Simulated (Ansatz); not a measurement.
System: cubic perovskite BaSnO3. Method: PBE0 in Ansatz (plane waves, PAW).

Numerical settings: plane-wave cutoff 520 eV, 6×6×6 k mesh, scalar-relativistic PAW data made under PBE.

Computed at the level's own relaxed cell.

```
CELL_PARAMETERS angstrom
      4.12063     0.00000     0.00000
      0.00000     4.12063     0.00000
      0.00000     0.00000     4.12063
ATOMIC_POSITIONS crystal
  Ba 0.00000 0.00000 0.00000
  Sn 0.50000 0.50000 0.50000
  O  0.50000 0.00000 0.50000
  O  0.00000 0.50000 0.50000
  O  0.50000 0.50000 0.00000
```

Task: Give the elastic tensor (Voigt notation, GPa, ions relaxed, in the Cartesian axes of the cell as printed).

Result: 
```
  294.8    94.2    94.2     0.0     0.0     0.0
   94.2   294.8    94.2     0.0     0.0     0.0
   94.2    94.2   294.8     0.0     0.0     0.0
    0.0     0.0     0.0   104.2     0.0     0.0
    0.0     0.0     0.0     0.0   104.2     0.0
    0.0     0.0     0.0     0.0     0.0   104.2
```

Computed values are for the static lattice.

Ansatz is a quantum-chemistry and plane-wave program.
